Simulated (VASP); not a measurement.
# Zn (Fm-3m) in VASP: single point with PBEsol+D3(BJ)

Aim: the single point of Zn with PBEsol+D3(BJ).

Everything below comes from runs of VASP 6.6.1. Logs are shortened: lines on timing, memory, paths and dates and some standing lists are left out, and cuts for length are marked.

### 1 The crystal as given

It takes space group Fm-3m (No. 225, cubic). Conventional cell: a = 7.726 Å, b = 7.726 Å, c = 7.726 Å, α = 90.00°, β = 90.00°, γ = 90.00°.

This isn't the form of Zn at room conditions, which is hcp.

### 2 Single point, PBEsol+D3(BJ)

The input, INCAR:

```
ALGO     = Fast           # electronic algorithm
EDIFF    = 1E-7           # SCF threshold, eV
ENCUT    = 520            # plane-wave cutoff, eV
GGA      = PS             # functional
ISIF     = 2              # what is computed and relaxed
ISMEAR   = -1             # smearing method
IVDW     = 12             # dispersion correction
LASPH    = True           # aspherical terms in the spheres
LCHARG   = True           # write CHGCAR
LELF     = True           # ELF
LREAL    = False          # projectors in reciprocal space
LVHAR    = True         
LWAVE    = False          # write WAVECAR
NBANDS   = 12             # bands
NELM     = 100            # most SCF steps
PREC     = Accurate       # precision mode
SIGMA    = 0.1            # smearing width, eV
```

The input, KPOINTS:

```
k-points
0
Gamma
  5 5 5
```

The input, POSCAR:

```
Zn
1.0
    0.0000000000      3.8630480000      3.8630480000
    3.8630480000      0.0000000000      3.8630480000
    3.8630480000      3.8630480000      0.0000000000
Zn
1
Direct
    0.0000000000      0.0000000000      0.0000000000
```

Potentials or basis: VASP PAW PBE potentials, release 64 (Zn).

Started as:

```sh
> cat potpaw_PBE.64/Zn/POTCAR > POTCAR
> mpirun -np 1 vasp_std > vasp.out
```

OUTCAR:

```text
EDIFF = 1E-7
   ENCUT = 520
   GGA = PS
   ISIF = 2
   ISMEAR = -1
   IVDW = 12
   LASPH = True
   LREAL = False
   NELM = 100
   PREC = Accurate
 IVDW          = 12

 ion  position               nearest neighbor table
   1  0.000  0.000  0.000-

  LATTYP: Found a face centered cubic cell.
 ALAT       =     7.7260960000

  Lattice vectors:

 A1 = (   0.0000000000,   3.8630480000,   3.8630480000)
 A2 = (   3.8630480000,   0.0000000000,   3.8630480000)
 A3 = (   3.8630480000,   3.8630480000,   0.0000000000)

Analysis of symmetry for initial positions (statically):
=====================================================================
 Subroutine PRICEL returns:
 Original cell was already a primitive cell.

 Routine SETGRP: Setting up the symmetry group for a
 face centered cubic supercell.

 Subroutine GETGRP returns: Found 48 space group operations
 (whereof 48 operations were pure point group operations)
 out of a pool of 48 trial point group operations.

The static configuration has the point symmetry O_h .

Analysis of symmetry for dynamics (positions and initial velocities):
=====================================================================
 Subroutine PRICEL returns:
 Original cell was already a primitive cell.

 Routine SETGRP: Setting up the symmetry group for a
 face centered cubic supercell.

 Subroutine GETGRP returns: Found 48 space group operations
 (whereof 48 operations were pure point group operations)
 out of a pool of 48 trial point group operations.

The dynamic configuration has the point symmetry O_h .

 Subroutine INISYM returns: Found 48 space group operations
 (whereof 48 operations are pure point group operations),
 and found     1 'primitive' translations

----------------------------------------------------------------------------------------

                                     Primitive cell

  volume of cell :     115.2976

  direct lattice vectors                    reciprocal lattice vectors
     0.000000000  3.863048000  3.863048000    -0.129431475  0.129431475  0.129431475
     3.863048000  0.000000000  3.863048000     0.129431475 -0.129431475  0.129431475
     3.863048000  3.863048000  0.000000000     0.129431475  0.129431475 -0.129431475

  length of vectors
     5.463174874  5.463174874  5.463174874     0.224181891  0.224181891  0.224181891

  position of ions in fractional coordinates (direct lattice)
     0.000000000  0.000000000  0.000000000

  ion indices of the primitive-cell ions
   primitive index   ion index
                 1           1

[... 66 lines left out ...]
   PSTRESS=    0.0 pullay stress
   NELECT =      12.0000    total number of electrons
   NUPDOWN=      -1.0000    fix difference up-down
   EMIN   =  10.00;   EMAX   =-10.00  energy-range for DOS
   EFERMI =   0.00;   METHOD = LEGACY
   ISMEAR =    -1;   SIGMA  =   0.10  broadening in eV -4-tet -1-fermi 0-gaus
   EFERMI_NEDOS =   21; number of points for ismear=-14 and -15
   IALGO  =     68    algorithm
   IMIX   =      4    mixing-type and parameters
     AMIX     =   0.40;   BMIX     =  1.00
     AMIX_MAG =   1.60;   BMIX_MAG =  1.00
  volume/ion in A,a.u.               =     115.30       778.07
  Fermi-wavevector in a.u.,A,eV,Ry     =   0.770067  1.455216  8.068297  0.593003
  Thomas-Fermi vector in A             =   1.871191
   LORBIT       =      0    0 simple, 1 ext, 2 COOP (PROOUT), +10 PAW based schemes
   GGA     = PS    functional components
   LHFCALC =     F    Hartree Fock is set to
   AEXX    =    0.0000 exact exchange contribution
   IVDW    =    12    specifies the selected vdW correction
   LEPSILON=     F    determine dielectric tensor
   LRPA    =     F    only Hartree local field effects (RPA)
 non-spin polarized calculation
 RMM-DIIS sequential band-by-band and
  energy-cutoff  :      520.00
  volume of cell :      115.30
 maximum number of plane-waves:      3119
 NGX is ok and might be reduce to    42
   NGX = 21   NGY = 21   NGZ = 21

 number of electron      11.9999993 magnetization

 Free energy of the ion-electron system (eV)
  ---------------------------------------------------
  ext. energy  EPLUGINS =         0.00000000
  ---------------------------------------------------
  free energy    TOTEN  =        -0.03957591 eV

  energy without entropy =       -0.03957589  energy(sigma->0) =       -0.03957590

 E-fermi :  -2.9530     XC(G=0):  -3.8632

 val. band max:       -4.8762106068   @ k =  -0.4000   0.4000   0.0000
 cond. band min:      -1.0962334384   @ k =   0.4000   0.0000   0.0000
 fundamental gap:      3.7799771685
 Fermi energy:        -2.9530311893

 k-point     1 :       0.0000    0.0000    0.0000
  band No.  band energies     occupation
      1      -9.2028      2.00000
      2      -9.2028      2.00000
      3      -9.2028      2.00000
      4      -9.2006      2.00000
      5      -9.2006      2.00000
      6      -5.5464      2.00000
      7       1.3506      0.00000
      8       1.3506      0.00000
      9       1.3506      0.00000
     10       2.0543      0.00000
     11       5.0930      0.00000
     12       5.0930      0.00000
[... 121 lines left out ...]
 k-point    10 :      -0.4000    0.4000    0.2000
  band No.  band energies     occupation
      1      -9.2024      2.00000
      2      -9.2023      2.00000
      3      -9.2005      2.00000
      4      -9.1991      2.00000
      5      -9.1981      2.00000
      6      -4.9169      2.00000
      7      -0.7419      0.00000
      8      -0.1941      0.00000
      9       0.3503      0.00000
     10       3.5556      0.00000
     11       4.4089      0.00000
     12       4.6598      0.00000

------------------------ aborting loop because EDIFF is reached ----------------------------------------

 Edisp (eV)   -0.09325

 E8    (eV) :    -0.0600

  FORCE on cell =-STRESS in cart. coord.  units (eV):
  Direction    XX          YY          ZZ          XY          YZ          ZX
  --------------------------------------------------------------------------------------
  -------------------------------------------------------------------------------------
  Total      -0.20890    -0.20890    -0.20890     0.00000     0.00000    -0.00000
  in kB      -2.90285    -2.90285    -2.90285     0.00000     0.00000    -0.00000
  external pressure =       -2.90 kB  Pullay stress =        0.00 kB

 VOLUME and BASIS-vectors are now :
 -----------------------------------------------------------------------------
  energy-cutoff  :      520.00
  volume of cell :      115.30
      direct lattice vectors                 reciprocal lattice vectors
     0.000000000  3.863048000  3.863048000    -0.129431475  0.129431475  0.129431475
     3.863048000  0.000000000  3.863048000     0.129431475 -0.129431475  0.129431475
     3.863048000  3.863048000  0.000000000     0.129431475  0.129431475 -0.129431475

 POSITION                                       TOTAL-FORCE (eV/Angst)
 -----------------------------------------------------------------------------------
      0.00000      0.00000      0.00000         0.000000      0.000000      0.000000
 -----------------------------------------------------------------------------------
    total drift:                               -0.000000     -0.000000     -0.000000

  FREE ENERGIE OF THE ION-ELECTRON SYSTEM (eV)
  ---------------------------------------------------
  free  energy   TOTEN  =        -0.1328292339 eV

  energy  without entropy=       -0.1328292211  energy(sigma->0) =       -0.13282923
```

Run time: 10 s. Hardware: 1 thread of Intel Xeon Platinum 8488C (Sapphire Rapids), shared host; peak memory 0.23 GiB.

Results:

```yaml
Free_energy: -0.1328 eV
Pressure: -0.3 GPa
Band_gap_on_the_k_mesh: 3.78 eV, indirect (least direct gap 3.95 eV)
Dispersion_energy_per_atom: -0.093 eV
```

Levels at points of the mesh, in eV from the valence-band top:
| k point | band 4 | band 5 | band 6 | band 7 | band 8 | band 9 |
| --- | --- | --- | --- | --- | --- | --- |
| (0.00, 0.00, 0.00) | -4.32 | -4.32 | -0.67 | 6.23 | 6.23 | 6.23 |

Caveat: the PAW data sets were made with another functional, which shifts forces and pressure a little; an odd mesh through Γ misses points on the zone boundary, where band edges often lie.
